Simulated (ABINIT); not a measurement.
# A GW run on CdS (Greenockite) in ABINIT, with inputs changed

A base run on CdS (Greenockite), then changed inputs.

Method: PBE and many-body steps on it, plane waves, in ABINIT 10.8.3.

### 1. The starting structure

It takes space group P6_3mc (No. 186, hexagonal). Conventional cell: a = 4.137 Å, b = 4.137 Å, c = 6.714 Å, α = 90.00°, β = 90.00°, γ = 120.00°. Nearest to Cd lie 4 S at 2.52 to 2.53 Å. S has 4 Cd at 2.52 to 2.53 Å nearest. Farther neighbours and most contacts between anions are not listed.

Structure file:

```cif
data_structure
_symmetry_space_group_name_H-M 'P6_3mc'
_symmetry_Int_Tables_number 186
_cell_length_a 4.1370
_cell_length_b 4.1370
_cell_length_c 6.7144
_cell_angle_alpha 90.000
_cell_angle_beta 90.000
_cell_angle_gamma 120.000
_cell_volume 99.52
loop_
_atom_site_label
_atom_site_type_symbol
_atom_site_symmetry_multiplicity
_atom_site_Wyckoff_symbol
_atom_site_fract_x
_atom_site_fract_y
_atom_site_fract_z
_atom_site_occupancy
Cd1 Cd 2 b 0.66667 0.33333 0.00000 1
S1 S 2 b 0.66667 0.33333 0.37500 1
```

The cell and positions come from the Crystallography Open Database and are kept as given unless a step says otherwise.

### 2. Screening, 3×3×2 mesh, 164 bands, screening to 152.4 eV

This step: ABINIT 10.8.3; RPA screening on PBE, plane waves, norm-conserving pseudopotentials.

The RPA dielectric matrix is built and inverted for each q.

run.abi reads:

```
acell 3*1.0 Angstrom
rprim 
  4.137000000025 -0.000000000006 0.000000000000
  -2.068500000008 3.582747095481 0.000000000000
  0.000000000000 0.000000000000 6.714400000000
ntypat 2
znucl 48 16
natom 4
typat 1 1 2 2
xred 
  0.666666666667 0.333333333333 0.000000000000
  0.333333333333 0.666666666667 0.500000000000
  0.666666666667 0.333333333333 0.375000000000
  0.333333333333 0.666666666667 0.875000000000
pp_dirpath "pseudos"
pseudos "Cd.upf, S.upf"
ecut 47
ngkpt 3 3 2
nshiftk 1
shiftk 0 0 0
kptopt 1
chksymbreak 0
istwfk *1
occopt 1
irdwfk 1
optdriver 3
nband 164
ecuteps 5.6
inclvkb 2
awtr 1
symchi 1
indata_prefix "in"
outdata_prefix "out"
tmpdata_prefix "tmp"
```

Launch:

```sh
> OMP_NUM_THREADS=1 mpirun -n 8 abinit run.abi > log
```

Output:

```text
.Version 10.8.3 of ABINIT. v10.8.2 released Aug 2026.

 Symmetries : space group P6_3 m c (#186); Bravais hP (primitive hexag.)
[... echo of the input left out ...]
== DATASET  1 ==================================================================
-   mpi_nproc: 8, omp_nthreads: 1 (-1 if OMP is not activated)

--- !DatasetInfo
iteration_state: {dtset: 1, }
dimensions: {natom: 4, nkpt: 6, mband: 164, nsppol: 1, nspinor: 1, nspden: 1, mpw: 10374, }
cutoff_energies: {ecut:  47.0, pawecutdg:  -1.0, }
electrons: {nelect:   5.20000000E+01, charge:   0.00000000E+00, occopt:   1.00000000E+00, tsmear:   1.00000000E-02, }

 SCREENING: Calculation of the susceptibility and dielectric matrices

 Based on a program developped by R.W. Godby, V. Olevano, G. Onida, and L. Reining.
 Incorporated in ABINIT by V. Olevano, G.-M. Rignanese, and M. Torrent.
.Using double precision arithmetic ; gwpc =  8

[... cell and pseudopotentials left out ...]
--------------------------------------------------------------------------------

 ==== K-mesh for the wavefunctions ====
 Number of points in the irreducible wedge :     6
[... list of points left out ...]
 Together with 12 symmetry operations and time-reversal symmetry
 yields    18 points in the full Brillouin Zone.

 ==== Q-mesh for the screening function ====
 Number of points in the irreducible wedge :     6
[... list of points left out ...]
 Together with 12 symmetry operations and time-reversal symmetry
 yields    18 points in the full Brillouin Zone.

 setmesh: FFT mesh size selected  =    30x   30x   54
          total number of points  =        48600

 vcoul_init : cutoff-mode = AUXILIARY_FUNCTION
 q-points for optical limit:   1
     1)      0.000010    0.000020    0.000030

- screening: taking advantage of time-reversal symmetry
- Maximum band index for partially occupied states nbvw = 26
- Remaining bands to be divided among processors   nbcw = 138
- Number of bands treated by each node ~17

 Number of electrons calculated from density =   52.0000; Expected =   52.0000
 average of density, n =  0.077428
 r_s =    1.4555
 omega_plasma =   26.8414 [eV]

 calculating chi0 at frequencies [eV] :
  1    0.000000E+00    0.000000E+00
  2    0.000000E+00    2.684136E+01

--------------------------------------------------------------------------------
  q-point number  1        q = ( 0.000000, 0.000000, 0.000000) [r.l.u.]
--------------------------------------------------------------------------------
[... chi0 elements left out ...]
 For q-point:  0.000010 0.000020 0.000030
  dielectric constant =  13.5751
  dielectric constant without local fields =  14.3768

  Average fulfillment of the sum rule on Im[epsilon] for q-point    1 :     59.70  [%]
[... wings left out ...]
  q-point number  2        q = ( 0.333333, 0.000000, 0.000000) [r.l.u.]
--------------------------------------------------------------------------------
[... chi0 elements left out ...]
  Average fulfillment of the sum rule on Im[epsilon] for q-point    2 :     64.44  [%]

 [... 4 further q-points ...]
```

Run time: 42 s. Hardware: 8 MPI ranks of Arm Neoverse V2, shared host; peak memory 2.8 GiB; 5.6 min of CPU time.

This step gave:

| Item | Value |
| --- | --- |
| ε∞ with local fields, on this mesh, along the program's q direction | 13.58 |
| the same without local fields | 14.38 |
| plasma frequency | 26.84 eV |
| plane waves in the screening matrix | 403 |

Local fields lower ε∞ by 6 %. On a Γ-centred mesh this coarse the value itself is usually too large, while a short band sum pulls it down.

### 3. Base

The self-energy is evaluated for the states that the input lists, and the levels follow from it, in one-shot runs by the linearised quasiparticle equation.

This step: G0W0 on PBE, plane waves, norm-conserving pseudopotentials.

run.abi, as its differences from that of step 2:

```diff
@@ -25,8 +25,15 @@
 irdwfk 1
-optdriver 3
+optdriver 4
 nband 164
+gwcalctyp 0
+ecutsigx 47
+symsigma 1
+nkptgw 1
+kptgw 
+  0.0000000000 0.0000000000 0.0000000000
+bdgw 
+  25 28
 ecuteps 5.6
-inclvkb 2
-awtr 1
-symchi 1
+irdscr 1
+ppmodel 1
 indata_prefix "in"
```

Output:

```text
.Version 10.8.3 of ABINIT. v10.8.2 released Aug 2026.

 Symmetries : space group P6_3 m c (#186); Bravais hP (primitive hexag.)
[... echo of the input left out ...]
== DATASET  1 ==================================================================
-   mpi_nproc: 8, omp_nthreads: 1 (-1 if OMP is not activated)

--- !DatasetInfo
iteration_state: {dtset: 1, }
dimensions: {natom: 4, nkpt: 6, mband: 164, nsppol: 1, nspinor: 1, nspden: 1, mpw: 10374, }
cutoff_energies: {ecut:  47.0, pawecutdg:  -1.0, }
electrons: {nelect:   5.20000000E+01, charge:   0.00000000E+00, occopt:   1.00000000E+00, tsmear:   1.00000000E-02, }

 SIGMA: Calculation of the GW corrections

 Based on a program developped by R.W. Godby, V. Olevano, G. Onida, and L. Reining.
 Incorporated in ABINIT by V. Olevano, G.-M. Rignanese, and M. Torrent.
.Using double precision arithmetic ; gwpc =  8

[... cell and pseudopotentials left out ...]
--------------------------------------------------------------------------------

 ==== K-mesh for the wavefunctions ====
 Number of points in the irreducible wedge :     6
[... list of points left out ...]
 Together with 12 symmetry operations and time-reversal symmetry
 yields    18 points in the full Brillouin Zone.

 ==== Q-mesh for screening function ====
 Number of points in the irreducible wedge :     6
[... list of points left out ...]
 Together with 12 symmetry operations and time-reversal symmetry
 yields    18 points in the full Brillouin Zone.

 vcoul_init : cutoff-mode = AUXILIARY_FUNCTION
 q-points for optical limit:   1
     1)      0.000010    0.000020    0.000030
 setmesh: FFT mesh size selected  =    45x   45x   80
          total number of points  =       162000

 Number of electrons calculated from density =   52.0000; Expected =   52.0000
 average of density, n =  0.077428
 r_s =    1.4555
 omega_plasma =   26.8414 [eV]

 === KS Band Gaps ===
  >>>> For spin  1
   Minimum direct gap =   1.1981 [eV], located at k-point      :   0.0000  0.0000  0.0000
   Fundamental gap    =   1.1981 [eV], Top of valence bands at :   0.0000  0.0000  0.0000
                                       Bottom of conduction at :   0.0000  0.0000  0.0000
 SIGMA fundamental parameters:
 PLASMON POLE MODEL  1
 number of plane-waves for SigmaX                10251
 number of plane-waves for SigmaC and W            403
 number of plane-waves for wavefunctions         10251
 number of bands                                   164
 number of independent spin polarizations            1
 number of spinorial components                      1
 number of k-points in IBZ                           6
 number of q-points in IBZ                           6
 number of symmetry operations                      12
 number of k-points in BZ                           18
 number of q-points in BZ                           18
 number of frequencies for dSigma/dE                 9
 frequency step for dSigma/dE [eV]                0.25
 number of omega for Sigma on real axis              0
 max omega for Sigma on real axis  [eV]           0.00
 zcut for avoiding poles [eV]                     0.10

 EPSILON^-1 parameters (SCR file):
 dimension of the eps^-1 matrix on file            403
 dimension of the eps^-1 matrix used               403
 number of plane-waves for wavefunctions         10251
 number of bands                                   164
 number of q-points in IBZ                           6
 number of frequencies                               2
 number of real frequencies                          1
 number of imag frequencies                          1

 matrix elements of self-energy operator (all in [eV])

 Perturbative Calculation

--- !SelfEnergy_ee
iteration_state: {dtset: 1, }
kpoint     : [   0.000,    0.000,    0.000, ]
spin       : 1
KS_gap     :    1.198
QP_gap     :    2.034
Delta_QP_KS:    0.836
data: !SigmaeeData |
     Band     E0 <VxcDFT>   SigX SigC(E0)      Z dSigC/dE  Sig(E)    E-E0       E
       25   4.369 -15.331 -18.293   2.339   0.780  -0.283 -15.817  -0.485   3.884
       26   4.369 -15.331 -18.293   2.339   0.780  -0.283 -15.817  -0.485   3.884
       27   5.567 -10.684  -6.575  -3.678   0.813  -0.230 -10.333   0.350   5.918
       28   7.145 -11.042  -6.562  -3.896   0.815  -0.227 -10.566   0.475   7.620

== END DATASET(S) ==============================================================
================================================================================

 -outvars: echo values of variables after computation  --------
           etotal      0.0000000000E+00
            nband         164
             nkpt           6
          spgroup         186
 [... the other variables as echoed above ...]

 Calculation completed.
```

Run time: 6.2 s. Hardware: 8 MPI ranks; peak memory 2.2 GiB.

Numbers from this step:

```
G0W0 gap on the points computed              : 2.034 eV
starting gap on the mesh                     : 1.198 eV
k of the valence top                         : 0, 0, 0
k of the conduction bottom                   : 0, 0, 0
Z at the valence top                         : 0.78
Z at the conduction bottom                   : 0.813
least direct G0W0 gap on the computed points : 2.034 eV
```

The gap on the mesh goes from 1.20 eV to 2.03 eV, a correction of +0.84 eV.

### 4. Coulomb singularity

run.abi, as its differences from that of step 3:

```diff
@@ -38,2 +38,3 @@
 ppmodel 1
+gw_icutcoul 0
 indata_prefix "in"
```

Output:

```text
.Version 10.8.3 of ABINIT. v10.8.2 released Aug 2026.

 Symmetries : space group P6_3 m c (#186); Bravais hP (primitive hexag.)
[... echo of the input left out ...]
== DATASET  1 ==================================================================
-   mpi_nproc: 8, omp_nthreads: 1 (-1 if OMP is not activated)

--- !DatasetInfo
iteration_state: {dtset: 1, }
dimensions: {natom: 4, nkpt: 6, mband: 164, nsppol: 1, nspinor: 1, nspden: 1, mpw: 10374, }
cutoff_energies: {ecut:  47.0, pawecutdg:  -1.0, }
electrons: {nelect:   5.20000000E+01, charge:   0.00000000E+00, occopt:   1.00000000E+00, tsmear:   1.00000000E-02, }

 SIGMA: Calculation of the GW corrections

 Based on a program developped by R.W. Godby, V. Olevano, G. Onida, and L. Reining.
 Incorporated in ABINIT by V. Olevano, G.-M. Rignanese, and M. Torrent.
.Using double precision arithmetic ; gwpc =  8

[... cell and pseudopotentials left out ...]
--------------------------------------------------------------------------------

 ==== K-mesh for the wavefunctions ====
 Number of points in the irreducible wedge :     6
[... list of points left out ...]
 Together with 12 symmetry operations and time-reversal symmetry
 yields    18 points in the full Brillouin Zone.

 ==== Q-mesh for screening function ====
 Number of points in the irreducible wedge :     6
[... list of points left out ...]
 Together with 12 symmetry operations and time-reversal symmetry
 yields    18 points in the full Brillouin Zone.

 === Spherical cutoff ===

  Cutoff radius .........    14.2374 [Bohr]
  Volume of the sphere ..   12088.66 [Bohr^3]
 q-points for optical limit:   1
     1)      0.000010    0.000020    0.000030
 setmesh: FFT mesh size selected  =    45x   45x   80
          total number of points  =       162000

[...]
number of k-points in IBZ                           6
 number of q-points in IBZ                           6
 number of symmetry operations                      12
 number of k-points in BZ                           18
 number of q-points in BZ                           18
 number of frequencies for dSigma/dE                 9
 frequency step for dSigma/dE [eV]                0.25
 number of omega for Sigma on real axis              0
 max omega for Sigma on real axis  [eV]           0.00
 zcut for avoiding poles [eV]                     0.10

 EPSILON^-1 parameters (SCR file):
 dimension of the eps^-1 matrix on file            403
 dimension of the eps^-1 matrix used               403
 number of plane-waves for wavefunctions         10251
 number of bands                                   164
 number of q-points in IBZ                           6
 number of frequencies                               2
 number of real frequencies                          1
 number of imag frequencies                          1

 matrix elements of self-energy operator (all in [eV])

 Perturbative Calculation

--- !SelfEnergy_ee
iteration_state: {dtset: 1, }
kpoint     : [   0.000,    0.000,    0.000, ]
spin       : 1
KS_gap     :    1.198
QP_gap     :    2.083
Delta_QP_KS:    0.885
data: !SigmaeeData |
     Band     E0 <VxcDFT>   SigX SigC(E0)      Z dSigC/dE  Sig(E)    E-E0       E
       25   4.369 -15.331 -18.623   2.452   0.783  -0.277 -15.989  -0.657   3.712
       26   4.369 -15.331 -18.623   2.452   0.783  -0.277 -15.989  -0.657   3.712
       27   5.567 -10.684  -6.689  -3.715   0.813  -0.231 -10.456   0.227   5.795
       28   7.145 -11.042  -6.564  -3.993   0.813  -0.230 -10.648   0.393   7.538

== END DATASET(S) ==============================================================
================================================================================

 -outvars: echo values of variables after computation  --------
           etotal      0.0000000000E+00
            nband         164
             nkpt           6
          spgroup         186
 [... the other variables as echoed above ...]

 Calculation completed.
```

The job ended after 6.2 s (8 MPI ranks; peak memory 2.2 GiB; 49 s of CPU time).

This step gave:

```
G0W0 gap on the points computed              : 2.083 eV
starting gap on the mesh                     : 1.198 eV
k of the valence top                         : 0, 0, 0
k of the conduction bottom                   : 0, 0, 0
Z at the valence top                         : 0.783
Z at the conduction bottom                   : 0.813
least direct G0W0 gap on the computed points : 2.083 eV
```

Against G0W0 in ABINIT (3×3×2 mesh, 164 bands, screening to 152.4 eV, Godby-Needs plasmon pole), the gap moves by +0.049 eV.

### 5. Side by side

Times are wall times on 8 MPI ranks of Arm Neoverse V2, shared host, good to a factor of about two. A run's time includes the screening step that it read.

```tsv
run	mesh	bands	screening cutoff (eV)	DFT gap (eV)	gap on the mesh (eV)	direct (eV)	ε∞ used	time
base	3×3×2	164	152.4	1.198	2.034	2.034	13.58	48 s
Coulomb singularity	3×3×2	164	152.4	1.198	2.083	2.083	13.58	48 s
```

### 6. Results

```yaml
base: 2.034 eV
coulomb_singularity: 2.083 eV
known_limits: not at the basis limit; no spin-orbit coupling; coarse k mesh
```

**Reading.** Coulomb singularity: +0.049 eV against base (keys changed: gw_icutcoul). Bands and cutoff are finite, so the gap is not at the basis limit. The miss can reach some tenths of an eV and take either sign; the mesh is an error of its own. In the G0W0 runs levels were corrected at 1 k point alone, so a gap called «on the mesh» is the least over those, and an edge elsewhere would be missed. The 3×3×2 mesh is coarse for this cell, which bears on the long-range parts of exchange and screening. The many-body steps are scalar-relativistic: spin-orbit coupling is not in them.

[Paths, hosts, dates, memory and timing lines, banners, echoed tables and standing remarks are left out of the program output.]

[Logs are printed without paths, hosts, clocks, repeated set-up lines and the standing remarks that a program may print on its own settings, such as how far it seeks lower states.]

[Runs of the session that timed out or met a known fault of the program may be left out.]

[Hosts, paths, dates, database ids (printed as entryN), source tags and the programs' standing remarks are cut or masked in the printed files.]

[G0W0 gaps are taken among the corrected bands and points alone; a level outside them can change the order at an edge.]

[Where Ansatz stands beside ABINIT at settings called matched, ABINIT's density can come from a denser mesh and the files from another edition; pairs whose starting gaps differed by over 0.03 eV were left out, so agreement reads better than it is.]
